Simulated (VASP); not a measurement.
# PtS2 (P-3m1) in VASP: a series of runs, part 2 of 2

VASP 6.6.1.

### Step 4. Dielectric tensor, PBE

File INCAR:

```
  PREC = Accurate
  ENCUT = 400
  EDIFF = 1E-8
  ISMEAR = 0
  SIGMA = 0.01
  LREAL = Auto
  LASPH = True
  NELM = 100
  ALGO = Normal
  ISIF = 2
  LWAVE = False
  LCHARG = False
  GGA = PE
  LEPSILON = True
```

File KPOINTS:

```
regular mesh
0
Gamma
  8 8 5
```

File POSCAR:

```
PtS2
1.0
    3.5432000000      0.0000000000      0.0000000000
   -1.7716000000      3.0685012107      0.0000000000
    0.0000000000      0.0000000000      5.0388000000
Pt S
1 2
Direct
    0.0000000000      0.0000000000      0.0000000000
    0.6666666667      0.3333333333      0.7730000000
    0.3333333333      0.6666666667      0.2270000000
```

Potentials or basis: VASP PAW PBE potentials, release 64 (Pt, S).

Started as:

```sh
cat potpaw_PBE.64/Pt/POTCAR potpaw_PBE.64/S/POTCAR > POTCAR
mpirun -np 1 vasp_std > vasp.out
```

OUTCAR:

```text
PREC = Accurate
   ENCUT = 400
   EDIFF = 1E-8
   ISMEAR = 0
   LREAL = Auto
   LASPH = True
   NELM = 100
   ISIF = 2
   GGA = PE
   LEPSILON = True

 Found     40 irreducible k-points:

 Following reciprocal coordinates:
            Coordinates               Weight
  0.000000  0.000000  0.000000      1.000000
  0.125000  0.000000  0.000000      6.000000
  0.250000  0.000000  0.000000      6.000000
  0.375000  0.000000  0.000000      6.000000
  0.500000  0.000000  0.000000      3.000000
  0.125000  0.125000  0.000000      6.000000
   k-points           NKPTS =     40   k-points in BZ     NKDIM =     40   number of bands    NBANDS=     15
   number of dos      NEDOS =    301   number of ions     NIONS =      3
   total plane-waves  NPLWV =  20736
   dimension x,y,z NGX =    24 NGY =   24 NGZ =   36
   dimension x,y,z NGXF=    48 NGYF=   48 NGZF=   72
[... 251 lines left out ...]
          18.369873    -0.000000     0.000000
           0.000000    18.369873    -0.000000
          -0.000000    -0.000000     9.973097
 ------------------------------------------------------

 PIEZOELECTRIC TENSOR (including local field effects)  for field in x, y, z        (e  Angst)
          XX          YY          ZZ          XY          YZ          ZX
  --------------------------------------------------------------------------------
  x     0.00000     0.00000     0.00000     0.00000     0.00000     0.00000
  y     0.00000     0.00000     0.00000     0.00000     0.00000     0.00000
  z     0.00000     0.00000     0.00000     0.00000     0.00000     0.00000

 PIEZOELECTRIC TENSOR (including local field effects)  for field in x, y, z        (C/m^2)
          XX          YY          ZZ          XY          YZ          ZX
  --------------------------------------------------------------------------------
  x     0.00000     0.00000     0.00000     0.00000     0.00000     0.00000
  y     0.00000     0.00000     0.00000     0.00000     0.00000     0.00000
  z     0.00000     0.00000     0.00000     0.00000     0.00000     0.00000

 BORN EFFECTIVE CHARGES (including local field effects) (in |e|, cummulative output)
 ---------------------------------------------------------------------------------
 ion    1
    1     2.96119     0.00000     0.00000
    2     0.00000     2.96119    -0.00000
    3     0.00000     0.00000    -0.56528
 ion    2
    1    -1.48059     0.00000     0.00000
    2     0.00000    -1.48059     0.00000
    3    -0.00000     0.00000     0.28264
 ion    3
    1    -1.48059     0.00000     0.00000
    2     0.00000    -1.48059     0.00000
    3     0.00000     0.00000     0.28264
```

OSZICAR:

```text
N       E                     dE             d eps       ncg     rms          rms(c)
DAV:   1     0.973529789279E+02    0.97353E+02   -0.92142E+03  1248   0.105E+03
DAV:   2    -0.126062065539E+02   -0.10996E+03   -0.10790E+03  1564   0.222E+02
[... 12 lines left out ...]
RMM:   9    -0.142163660296E+01   -0.45995E-03   -0.19695E-06  1957   0.101E-02    0.272E-03
RMM:  10    -0.142159267023E+01    0.43933E-04    0.90677E-06  2069   0.201E-03    0.850E-04
RMM:  11    -0.142160866903E+01   -0.15999E-04   -0.19284E-06  2017   0.890E-04    0.413E-04
RMM:  12    -0.142161824264E+01   -0.95736E-05    0.20071E-06  1975   0.440E-04    0.113E-04
RMM:  13    -0.142161647935E+01    0.17633E-05   -0.19398E-07  1403   0.134E-04    0.392E-05
RMM:  14    -0.142161673598E+01   -0.25663E-06    0.71426E-07  1146   0.118E-04    0.120E-05
RMM:  15    -0.142161662691E+01    0.10907E-06    0.20143E-07   485   0.880E-05    0.320E-06
```

Wall time 4.3 min (1 thread of Intel Xeon Platinum 8488C (Sapphire Rapids), shared host); peak memory 0.24 GiB.

These settings aren't checked as converged: the numbers below hold their error.

What came out:

- Band gap on the k mesh: 0.98 eV, indirect (least direct gap 1.02 eV)
- Electronic dielectric tensor (diagonal): 18.37, 18.37, 9.97
- Born charges (mean of the diagonal): Pt +1.79; S -0.89 e

Caveat: spin-orbit coupling is left out, which moves the levels of the heavy elements; an odd mesh through Γ misses points on the zone boundary, where band edges often lie.

### Step 5. Dielectric tensor, PBE

Edit INCAR of step 4 so:

```diff
@@ -1,3 +1,3 @@
   PREC = Accurate
-  ENCUT = 400
+  ENCUT = 280
   EDIFF = 1E-8
@@ -5,3 +5,3 @@
   SIGMA = 0.01
-  LREAL = Auto
+  LREAL = False
   LASPH = True
```

File KPOINTS:

```
regular mesh
0
Gamma
  10 10 6
```

POSCAR is that of step 4.

Potentials or basis: VASP PAW PBE potentials, release 64 (Pt, S).

Started as:

```sh
cat potpaw_PBE.64/Pt/POTCAR potpaw_PBE.64/S/POTCAR > POTCAR
mpirun -np 1 vasp_std > vasp.out
```

OUTCAR:

```text
PREC = Accurate
   ENCUT = 280
   EDIFF = 1E-8
   ISMEAR = 0
   LREAL = False
   LASPH = True
   NELM = 100
   ISIF = 2
   GGA = PE
   LEPSILON = True

 Found     72 irreducible k-points:

 Following reciprocal coordinates:
            Coordinates               Weight
  0.000000  0.000000  0.000000      1.000000
  0.100000  0.000000  0.000000      6.000000
  0.200000  0.000000  0.000000      6.000000
  0.300000  0.000000  0.000000      6.000000
  0.400000  0.000000  0.000000      6.000000
  0.500000  0.000000  0.000000      3.000000
   k-points           NKPTS =     72   k-points in BZ     NKDIM =     72   number of bands    NBANDS=     15
   number of dos      NEDOS =    301   number of ions     NIONS =      3
   total plane-waves  NPLWV =  11200
   dimension x,y,z NGX =    20 NGY =   20 NGZ =   28
   dimension x,y,z NGXF=    40 NGYF=   40 NGZF=   56
   ions per type =               1   2
   NGX,Y,Z   is equivalent  to a cutoff of   9.38,  9.38,  9.24 a.u.
   NGXF,Y,Z  is equivalent  to a cutoff of  18.77, 18.77, 18.48 a.u.
 SYSTEM =  unknown system
   PREC   = accura    normal or accurate (medium, high low for compatibility)
   ISTART =      0    job   : 0-new  1-cont  2-samecut
   ICHARG =      2    charge: 1-file 2-atom 10-const
   ISPIN  =      1    spin polarized calculation?
   LNONCOLLINEAR =      F non collinear calculations
[... 222 lines left out ...]

  energy without entropy =       -1.29898734

------------------------ aborting loop because EDIFF is reached ----------------------------------------

 PIEZOELECTRIC TENSOR FIELD DIRECTION 3  (e Angst)
 -----------------------------------------------------------------------------
     0.00556  0.00000 -0.00000           (  0.00007  0.00000  0.00000)
    -0.00000  0.00556  0.00000           ( -0.00000  0.00007  0.00000)
     0.00000  0.00000 -0.01690           (  0.00000  0.00000 -0.00000)

 PIEZOELECTRIC TENSOR FIELD DIRECTION 3  (C/m^2)
 -----------------------------------------------------------------------------
     0.00163  0.00000 -0.00000
    -0.00000  0.00163  0.00000
     0.00000  0.00000 -0.00494

 MACROSCOPIC STATIC DIELECTRIC TENSOR (including local field effects in DFT)
 ------------------------------------------------------
          18.304077     0.000000     0.000000
           0.000000    18.304077    -0.000000
           0.000000     0.000000     9.181625
 ------------------------------------------------------

 PIEZOELECTRIC TENSOR (including local field effects)  for field in x, y, z        (e  Angst)
          XX          YY          ZZ          XY          YZ          ZX
  --------------------------------------------------------------------------------
  x     0.00000     0.00000     0.00000     0.00000     0.00000     0.00000
  y     0.00000     0.00000     0.00000     0.00000     0.00000     0.00000
  z     0.00000     0.00000     0.00000     0.00000     0.00000     0.00000

 PIEZOELECTRIC TENSOR (including local field effects)  for field in x, y, z        (C/m^2)
          XX          YY          ZZ          XY          YZ          ZX
  --------------------------------------------------------------------------------
  x     0.00000     0.00000     0.00000     0.00000     0.00000     0.00000
  y     0.00000     0.00000     0.00000     0.00000     0.00000     0.00000
  z     0.00000     0.00000     0.00000     0.00000     0.00000     0.00000

 BORN EFFECTIVE CHARGES (including local field effects) (in |e|, cummulative output)
 ---------------------------------------------------------------------------------
 ion    1
    1     2.91820     0.00000     0.00000
    2     0.00000     2.91820    -0.00000
    3     0.00000    -0.00000    -0.59382
 ion    2
    1    -1.45910     0.00000     0.00000
    2     0.00000    -1.45910     0.00000
    3     0.00000     0.00000     0.29691
 ion    3
    1    -1.45910     0.00000     0.00000
    2     0.00000    -1.45910     0.00000
    3    -0.00000     0.00000     0.29691
```

Wall time 2.8 min (1 thread of Intel Xeon Platinum 8488C (Sapphire Rapids), shared host); peak memory 0.26 GiB.

The run converged, but some of its settings lie outside the range that counts as converged, so its numbers aren't taken as properties of the crystal.

Results:

* Band gap on the k mesh: 0.79 eV, indirect (least direct gap 1.20 eV)
* Electronic dielectric tensor (diagonal): 18.30, 18.30, 9.18
* Born charges (mean of the diagonal): Pt +1.75; S -0.87 e

Caveat: the cutoff is under 1.25 times the usual one of these potentials, so pressure, stress and relaxed cells hold a basis-set (Pulay) error; spin-orbit coupling is left out, which moves the levels of the heavy elements.

### Step 6. Dielectric tensor, PBE

Edit INCAR of step 5 so:

```diff
@@ -1,3 +1,3 @@
   PREC = Accurate
-  ENCUT = 280
+  ENCUT = 650
   EDIFF = 1E-8
```

File KPOINTS:

```
regular mesh
0
Gamma
  7 7 4
```

POSCAR is that of step 5.

Potentials or basis: VASP PAW PBE potentials, release 64 (Pt, S).

Started as:

```sh
cat potpaw_PBE.64/Pt/POTCAR potpaw_PBE.64/S/POTCAR > POTCAR
mpirun -np 1 vasp_std > vasp.out
```

OUTCAR:

```text
PREC = Accurate
   ENCUT = 650
   EDIFF = 1E-8
   ISMEAR = 0
   LREAL = False
   LASPH = True
   NELM = 100
   ISIF = 2
   GGA = PE
   LEPSILON = True

 Found     28 irreducible k-points:

 Following reciprocal coordinates:
            Coordinates               Weight
  0.000000  0.000000  0.000000      1.000000
  0.142857  0.000000  0.000000      6.000000
  0.285714  0.000000  0.000000      6.000000
  0.428571  0.000000  0.000000      6.000000
  0.142857  0.142857  0.000000      6.000000
  0.285714  0.142857  0.000000     12.000000
   k-points           NKPTS =     28   k-points in BZ     NKDIM =     28   number of bands    NBANDS=     15
   number of dos      NEDOS =    301   number of ions     NIONS =      3
   total plane-waves  NPLWV =  37800
   dimension x,y,z NGX =    30 NGY =   30 NGZ =   42
   dimension x,y,z NGXF=    60 NGYF=   60 NGZF=   84
   ions per type =               1   2
   NGX,Y,Z   is equivalent  to a cutoff of  14.08, 14.08, 13.86 a.u.
   NGXF,Y,Z  is equivalent  to a cutoff of  28.15, 28.15, 27.71 a.u.
 SYSTEM =  unknown system
   PREC   = accura    normal or accurate (medium, high low for compatibility)
   ISTART =      0    job   : 0-new  1-cont  2-samecut
   ICHARG =      2    charge: 1-file 2-atom 10-const
   ISPIN  =      1    spin polarized calculation?
   LNONCOLLINEAR =      F non collinear calculations
   LSORBIT =      F    spin-orbit coupling
   LASPH  =      T    aspherical Exc in radial PAW
   ENCUT  =  650.0 eV  47.77 Ry    6.91 a.u.   7.37  7.37 10.47*2*pi/ulx,y,z
   NELM   =    100;   NELMIN=  2; NELMDL= -5     # of ELM steps
   EDIFF  = 0.1E-07   stopping-criterion for ELM
   LREAL  =      F    real-space projection
   EDIFFG = 0.1E-06   stopping-criterion for IOM
   NSW    =      0    number of steps for IOM
   IBRION =     -1    ionic relax: 0-MD 1-quasi-New 2-CG
   NFREE  =      0    steps in history (QN), initial steepest desc. (CG)
   ISIF   =      2    stress and relaxation
   ISYM   =      2    0-nonsym 1-usesym 2-fastsym
   POTIM  = 0.5000    time-step for ionic-motion
[... 187 lines left out ...]
 ------------------------------------------------------

 Free energy of the ion-electron system (eV)
  ---------------------------------------------------
  ---------------------------------------------------
  free energy    TOTEN  =        -2.99293375 eV

  energy without entropy =       -2.99293375

------------------------ aborting loop because EDIFF is reached ----------------------------------------

--------------------------------------- Ionic step        2  -------------------------------------------

------------------------ aborting loop because EDIFF is reached ----------------------------------------

--------------------------------------- Ionic step        3  -------------------------------------------

 Free energy of the ion-electron system (eV)
  ---------------------------------------------------
  ---------------------------------------------------
  free energy    TOTEN  =        -1.50417641 eV

  energy without entropy =       -1.50417641

------------------------ aborting loop because EDIFF is reached ----------------------------------------

 PIEZOELECTRIC TENSOR FIELD DIRECTION 3  (e Angst)
 -----------------------------------------------------------------------------
     0.00672  0.00000  0.00000           (  0.00006  0.00000  0.00000)
     0.00000  0.00672  0.00000           (  0.00000  0.00006  0.00000)
     0.00000  0.00000 -0.02178           (  0.00000  0.00000 -0.00002)

 PIEZOELECTRIC TENSOR FIELD DIRECTION 3  (C/m^2)
 -----------------------------------------------------------------------------
     0.00196  0.00000  0.00000
     0.00000  0.00196  0.00000
     0.00000  0.00000 -0.00637

 MACROSCOPIC STATIC DIELECTRIC TENSOR (including local field effects in DFT)
 ------------------------------------------------------
          19.331775     0.000000    -0.000000
           0.000000    19.331775     0.000000
          -0.000000     0.000000    10.498071
 ------------------------------------------------------

 PIEZOELECTRIC TENSOR (including local field effects)  for field in x, y, z        (e  Angst)
          XX          YY          ZZ          XY          YZ          ZX
  --------------------------------------------------------------------------------
  x     0.00000     0.00000     0.00000     0.00000     0.00000     0.00000
  y     0.00000     0.00000     0.00000     0.00000     0.00000     0.00000
  z     0.00000     0.00000     0.00000     0.00000     0.00000     0.00000

 PIEZOELECTRIC TENSOR (including local field effects)  for field in x, y, z        (C/m^2)
          XX          YY          ZZ          XY          YZ          ZX
  --------------------------------------------------------------------------------
  x     0.00000     0.00000     0.00000     0.00000     0.00000     0.00000
  y     0.00000     0.00000     0.00000     0.00000     0.00000     0.00000
  z     0.00000     0.00000     0.00000     0.00000     0.00000     0.00000

 BORN EFFECTIVE CHARGES (including local field effects) (in |e|, cummulative output)
 ---------------------------------------------------------------------------------
 ion    1
    1     3.10737     0.00000     0.00000
    2     0.00000     3.10737     0.00000
    3    -0.00000     0.00000    -0.48111
 ion    2
    1    -1.55369     0.00000     0.00000
    2     0.00000    -1.55369     0.00000
    3     0.00000     0.00000     0.24055
 ion    3
    1    -1.55369     0.00000     0.00000
    2     0.00000    -1.55369     0.00000
    3     0.00000     0.00000     0.24055
```

stdout:

```text
POSCAR found type information on POSCAR PtS
 POSCAR found :  2 types and       3 ions
 scaLAPACK will be used
 LDA part: xc-table for (Slater+PW92), standard interpolation
 POSCAR, INCAR and KPOINTS ok, starting setup
 FFT: planning ... GRIDC
 FFT: planning ... GRID_SOFT
 FFT: planning ... GRID
 WAVECAR not read
 entering main loop
 Linear response reoptimize wavefunctions to high precision
 Linear response G [H, r] |phi>, progress :
  Direction:   1
 Linear response G [H, r] |phi>, progress :
  Direction:   2
 Linear response G [H, r] |phi>, progress :
  Direction:   3
 Linear response to external field (no local field effect), progress :
  Direction:   1
 dielectric tensor                  component  1 :    21.633     1.086    -0.329
 Linear response to external field (no local field effect), progress :
  Direction:   2
 dielectric tensor                  component  2 :     1.086    19.538    -2.302
 Linear response to external field (no local field effect), progress :
  Direction:   3
 dielectric tensor                  component  3 :    -0.329    -2.302    13.417
 Linear response to external field, progress :
  Direction:   1
 dielectric tensor                  component  1 :    19.332     0.951     1.260
 Linear response to external field, progress :
  Direction:   2
 dielectric tensor                  component  2 :     0.955    19.332    -0.000
 Linear response to external field, progress :
  Direction:   3
 dielectric tensor                  component  3 :    -0.547    -2.306    10.498
 Born effective charges drift removed
```

It took 4.2 min on 1 thread of Intel Xeon Platinum 8488C (Sapphire Rapids), shared host; peak memory 0.34 GiB.

The run converged, but some of its settings lie outside the range that counts as converged, so its numbers aren't taken as properties of the crystal.

What came out:

* Band gap on the k mesh: 0.85 eV, indirect (least direct gap 1.02 eV)
* Electronic dielectric tensor (diagonal): 19.33, 19.33, 10.50
* Born charges (mean of the diagonal): Pt +1.91; S -0.96 e

Caveat: spin-orbit coupling is left out, which moves the levels of the heavy elements; an odd mesh through Γ misses points on the zone boundary, where band edges often lie.

### Step 7. The reference run

An earlier run on the cell as given: functional PBEsol; potentials or basis VASP PAW PBE potentials, release 64 (Pt, S); cutoff 520 eV; k mesh 9 × 9 × 5; occupations fermi-dirac, width 0.05 eV; no spin polarisation.

- Pressure: 6.1 GPa
- Largest force: 0.930 eV/Å
- Band gap on the k mesh: 0.96 eV, indirect (least direct gap 1.00 eV)
